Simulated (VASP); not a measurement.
The system is Se.

```
CELL_PARAMETERS angstrom
4.43963 0.02620 -0.86599
0.01615 5.03717 0.30355
-1.43927 -0.24624 4.25828
ATOMIC_POSITIONS crystal
Se 0.84308 0.66342 0.53372
Se 0.06078 0.32989 0.97171
Se 0.62447 0.99621 0.75413
```

The cell was built by a generator and needn't be a form met in nature.

The cell isn't the ideal one: random cell without symmetry.

Base run:

| Quantity | Value |
| --- | --- |
| Program | VASP 6.6.1 |
| Functional | PBE |
| Potentials or basis | VASP PAW PBE potentials, release 64 (Se) |
| Cutoff | 520 eV |
| k mesh | 8 × 6 × 8 |
| Occupations | gaussian, width 0.02 eV |
| Spin | no spin polarisation |

Its results: band gap on the k mesh 1.12 eV, indirect (least direct gap 1.22 eV); pressure 0.1 GPa; largest force 0.029 eV/Å.

**Question.** The run is repeated on the same cell with these changes: k mesh from 8 × 6 × 8 to 6 × 6 × 6. What comes out?

**Answer.** Band gap on the k mesh 1.01 eV, indirect (least direct gap 1.23 eV); pressure 0.1 GPa; largest force 0.028 eV/Å.

A k mesh can miss the band edges.
